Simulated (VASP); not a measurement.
Write the native input for VASP 6.6.1 that does the following.

```yaml
Task: relaxation of shape and atoms at fixed volume
Functional: PBEsol
Potentials_or_basis: VASP PAW PBE potentials, release 64 (Mg)
Cutoff: 600 eV
k_mesh: 15 × 15 × 7
Occupations: methfessel-paxton, width 0.1 eV
Spin: no spin polarisation
Further_INCAR_settings: ALGO = Fast; EDIFF = 1e-07; IBRION = 2; EDIFFG = -0.01; NSW = 40; ISIF = 4
```

The structure of Mg lies in POSCAR:

```
Mg                                      
1.0
    3.1945251362      0.0000000000      0.0000000000
   -1.5972625681      2.7665399210      0.0000000000
    0.0000000000      0.0000000000      5.0890011583
  Mg            
     2
Direct
     0.3333333332999970    0.6666666667000030    0.2500000000000000
     0.6666666667000030    0.3333333332999970    0.7500000000000000
```

These files were run (other wordings do the same):

INCAR

```
ALGO = Fast
EDIFF = 1E-7
EDIFFG = -0.01
ENCUT = 600
GGA = PS
IBRION = 2
ISIF = 4
ISMEAR = 1
LASPH = True
LCHARG = False
LREAL = False
LWAVE = False
NELM = 80
NSW = 40
PREC = Accurate
SIGMA = 0.1
```

KPOINTS

```
k-points
0
Gamma
  15 15 7
```

Potentials or basis: VASP PAW PBE potentials, release 64 (Mg).

Command:

```console
$ cat potpaw_PBE.64/Mg/POTCAR > POTCAR
$ mpirun -np 1 vasp_std > vasp.out
```

Results of the run:

```
Pressure after relaxing : 0.0 GPa
Band gap on the k mesh  : none (metal or under the smearing width)
```

Caveat: the relaxation stopped at its first step, so nothing moved; the PAW data sets were made with another functional, which shifts forces and pressure a little.

It took 38 s on 1 thread of Intel(R) Xeon(R) Platinum 8375C CPU @ 2.90GHz (Ice Lake) (shared host), peak memory 0.19 GiB.
